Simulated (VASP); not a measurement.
Al: work function with PBE

Al, a slab with vacuum:

```xyz
6
Lattice="2.8271 0.0000 0.0000 -1.4135 2.4483 0.0000 0.0000 0.0000 26.4825" Properties=species:S:1:pos:R:3 pbc="T T T"
Al    1.4135    0.8161    7.5000
Al    0.0000    0.0000    9.7965
Al    0.0000    1.6322   12.0930
Al    0.0000    0.0000   14.3895
Al    1.4135    0.8161   16.6860
Al    0.0000    0.0000   18.9825
```

The slab is cut from a database's or a generator's crystal, which needn't be the stable form of the element.

```
Program                : VASP 6.6.1
Task                   : work function
Functional             : PBE
Potentials or basis    : VASP PAW PBE potentials, release 64 (Al)
Cutoff                 : 520 eV
k mesh                 : 11 × 11 × 1
Occupations            : fermi-dirac, width 0.05 eV
Spin                   : no spin polarisation
Dipole correction      : yes
Further INCAR settings : ALGO = Normal; EDIFF = 1e-06; EFIELD = 0.3
```

| Item | Value |
| --- | --- |
| Largest force | 0.215 eV/Å |
| Band gap on the k mesh | none (metal or under the smearing width) |

Forces on the atoms (eV/Å):
```
Al   0.000  0.000 -0.142
Al   0.000  0.000 -0.052
Al   0.000  0.000 -0.017
Al   0.000  0.000  0.016
Al   0.000  0.000 -0.021
Al   0.000  0.000  0.215
```

Levels at points of the mesh, in eV from the Fermi level:
| k point | band 4 | band 5 | band 6 | band 7 | band 8 | band 9 | band 10 | band 11 | band 12 | band 13 |
| --- | --- | --- | --- | --- | --- | --- | --- | --- | --- | --- |
| (0.00, 0.00, 0.00) | -8.63 | -7.20 | -5.44 | -3.74 | -1.58 | 0.56 | 2.40 | 3.24 | 4.31 | 4.86 |

Run time: 110 s on 1 thread of AMD EPYC 7R43 64-Core Processor (Zen 3), with other jobs on the host, peak memory 0.27 GiB.
